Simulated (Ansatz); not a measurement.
**Cubic perovskite BaSnO3**

Level of theory: PBE+SOC in Ansatz (PAW).

Run with plane-wave cutoff 520 eV, 8×8×8 k mesh, Fermi–Dirac smearing 0.01 eV, PAW data made under PBE.

Cell: relaxed at this level.

| Quantity | Value |
|---|---|
| equilibrium volume per atom | 14.56 Å³/atom |
| bulk modulus B0 | 133 GPa |
| lattice constant a | 4.176 Å |
| band gap | 0.48 eV (indirect) |
| smallest direct gap on the k points sampled | 0.93 eV |
| pressure derivative B′ of the bulk modulus | 5.3 |

Measured, for comparison: band gap 2.95 eV (temperature not stated, not corrected to a static lattice, indirect, from the absorption edge of a single crystal; as tabulated in Kim et al. (2012), arXiv:1207.0764); equilibrium volume per atom 13.95 Å³/atom, lattice constant a 4.116 Å (temperature not stated, not corrected to a static lattice; as tabulated in Lee et al. (2017), arXiv:1707.09778). Computed (rounded) less measured: band gap -2.47 eV, equilibrium volume per atom +4.4 %, lattice constant a +1.5 %.

Static lattice: no zero-point or thermal effects.

The result took very roughly 5 core-minutes.

Ansatz is a quantum-chemistry and plane-wave program.
